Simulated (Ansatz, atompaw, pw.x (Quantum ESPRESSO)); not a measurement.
**pw.x on fcc K: one setting changed**

Potential: PAW, atompaw 4.2.0.5, PBE; core [Ne], reference 3s2 3p6 4s1 4p0; waves: 3s (bound): rc 1.95 bohr; 4s (bound): rc 2.30 bohr; 3p (bound): rc 2.05 bohr; 4p (bound, empty): rc 2.75 bohr; 3d channel at 0.25 Ry: rc 2.75 bohr; local part: bessel scheme, radius 1.94 bohr; core correction: smooth core density matched at 1.45 bohr; augmentation: sinc compensation charge, radius 2.45 bohr; PAW radius 2.75 bohr; waves and projectors: custom rrkj gramschmidtortho.

The reference run (k-mesh 9³, cutoffs 40/400 Ry, Fermi–Dirac 0.01 Ry, mixing_beta 0.4, conv_thr 1e-9, no spin) gives 0.01 GPa at 74.503 Å³/atom, where all-electron LAPW gives -0.01 GPa. This run, with its own iteration cap, changes ecutrho/ecutwfc to 16.

```
&control
  calculation='scf', prefix='x', pseudo_dir='./', outdir='./tmp', tstress=.true., disk_io='none'
/
&system
  ibrav=0, nat=1, ntyp=1, ecutwfc=40, ecutrho=640, nbnd=12,
  occupations='smearing', smearing='fd', degauss=0.01
/
&electrons
  conv_thr=1e-09, mixing_beta=0.4, electron_maxstep=50
/
ATOMIC_SPECIES
K 1.0 K.UPF
CELL_PARAMETERS angstrom
  0.00000000 3.33975484 3.33975484
  3.33975484 0.00000000 3.33975484
  3.33975484 3.33975484 0.00000000
ATOMIC_POSITIONS crystal
K 0.0000 0.0000 0.0000
K_POINTS automatic
9 9 9 0 0 0
```

```bash
pw.x < K.scf.in > K.scf.out
```

Task: How does the run end?

Result: It converges in 25 iterations; the free energy moves by +0.0 meV/atom and the pressure by +0.00 GPa. The result is that of the reference run.

```
Message from routine setup:
     using ibrav=0 with symmetry is DISCOURAGED, use correct ibrav instead
     lattice parameter (alat)  =       8.9254  a.u.
     unit-cell volume          =     502.7712 (a.u.)^3
     number of electrons       =         9.00
     number of Kohn-Sham states=           12
     kinetic-energy cutoff     =      40.0000  Ry
     charge density cutoff     =     640.0000  Ry
     scf convergence threshold =      1.0E-09
     Exchange-correlation= SLA PW PBX PBC
     number of k points=    35  Fermi-Dirac smearing, width (Ry)=  0.0100
     iteration #  1     ecut=    40.00 Ry     beta= 0.40
     total energy              =    -113.00998688 Ry
     estimated scf accuracy    <       0.01492224 Ry
     iteration #  2     ecut=    40.00 Ry     beta= 0.40
     total energy              =    -113.01121566 Ry
     estimated scf accuracy    <       0.00098691 Ry
     iteration #  3     ecut=    40.00 Ry     beta= 0.40
     total energy              =    -113.01231048 Ry
     estimated scf accuracy    <       0.00128178 Ry
     [... 19 iterations left out ...]
     iteration # 23     ecut=    40.00 Ry     beta= 0.40
     total energy              =    -113.01344459 Ry
     estimated scf accuracy    <       0.00000178 Ry
     iteration # 24     ecut=    40.00 Ry     beta= 0.40
     total energy              =    -113.01344453 Ry
     estimated scf accuracy    <       0.00000035 Ry
     iteration # 25     ecut=    40.00 Ry     beta= 0.40
     the Fermi energy is     1.7215 ev
!    total energy              =    -113.01344455 Ry
     estimated scf accuracy    <          2.8E-10 Ry
     smearing contrib. (-TS)   =      -0.00346203 Ry
     convergence has been achieved in  25 iterations
          total   stress  (Ry/bohr**3)                   (kbar)     P=        0.13
     Message from routine punch:
     Nothing written, as per user request (disk_io='none')
```

The run took about 36 s on one core of a shared server CPU.
